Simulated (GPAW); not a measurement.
**Ni in GPAW: convergence with k mesh**

Input of the first run (k mesh 3 × 3 × 3); the others differ in this setting and in those tied to it:

Contents of run.py:

```python
from ase.dft.bandgap import bandgap
from ase.io import read, write
from ase.units import GPa
from gpaw import GPAW, PW

atoms = read('Ni.xyz')
atoms.set_initial_magnetic_moments([1.0])

calc = GPAW(mode=PW(600),
            xc='MGGA_X_R2SCAN+MGGA_C_R2SCAN',
            kpts={'size': (3, 3, 3), 'gamma': True},
            occupations={'name': 'fermi-dirac', 'width': 0.05},
            nbands=17,
            convergence={'density': 1e-05, 'energy': 1e-05},
            maxiter=100,
            txt='gpaw.txt')
atoms.calc = calc
energy = atoms.get_potential_energy()
forces = atoms.get_forces()
stress = atoms.get_stress()
calc.write('gs.gpw')
write('result.traj', atoms)
print(f'Energy: {energy:.6f} eV')
print('Forces (eV/A):')
print(forces.round(4))
print('Stress (GPa):', (stress / GPa).round(3))
print('Moments:', calc.get_magnetic_moments().round(3))
print('Fermi level:', round(calc.get_fermi_level(), 4), 'eV')
print(f'Gap: {bandgap(calc)[0]:.4f} eV, direct: {bandgap(calc, direct=True)[0]:.4f} eV')
```

File Ni.xyz:

```xyz
1
Lattice="0.0000000000 1.7375729330 1.7375729330 1.7375729330 0.0000000000 1.7375729330 1.7375729330 1.7375729330 0.0000000000" Properties=species:S:1:pos:R:3 pbc="T T T"
Ni     0.0000000000      0.0000000000      0.0000000000
```

Potentials or basis: GPAW PAW data sets (gpaw-data 1.2.1), pw.

Launch:

```bash
$ OMP_NUM_THREADS=1 python run.py
```

Hardware: 1 thread of Arm Neoverse V1, with other jobs on the host.

```
      k mesh  energy less the tightest run, at zero smearing (meV/atom)  pressure (GPa)  largest site moment (μB)  SCF cycles  CPU time (s)  peak memory (GiB)
   3 × 3 × 3                                                     -29.83           13.34                      1.18          14           7.9               0.19
   4 × 4 × 4                                                     -73.78           -0.10                      0.66          13            11                0.2
   6 × 6 × 6                                                     -16.45            2.79                      0.71          14            19                0.2
   7 × 7 × 7                                                     -12.11            5.32                      0.92          19            30                0.2
   8 × 8 × 8                                                      -2.17            3.94                      0.77          17            38                0.2
10 × 10 × 10                                                      -9.33            4.16                      0.81          16            54               0.21
12 × 12 × 12                                                      -6.68            4.33                      0.82          16            81               0.21
14 × 14 × 14                                                      -0.49            4.61                      0.83          14           100               0.22
17 × 17 × 17                                                       0.00            4.20                      0.80          16           180               0.24
```

Against the tightest run, the energy stays within 1 meV/atom from 14 × 14 × 14 on. Not settled before the last step: the pressure (to 0.1 GPa), the largest site moment (to 0.02 μB). Meshes of other sizes hit other points, so gaps and Fermi surfaces needn't settle smoothly. The tightest run that finished is the yardstick and may itself not be fully converged.

Caveat, for the tightest run too: the stock nickel data set gives pressures a few GPa off other programs; the PAW data sets were made with another functional, which shifts forces and pressure a little.
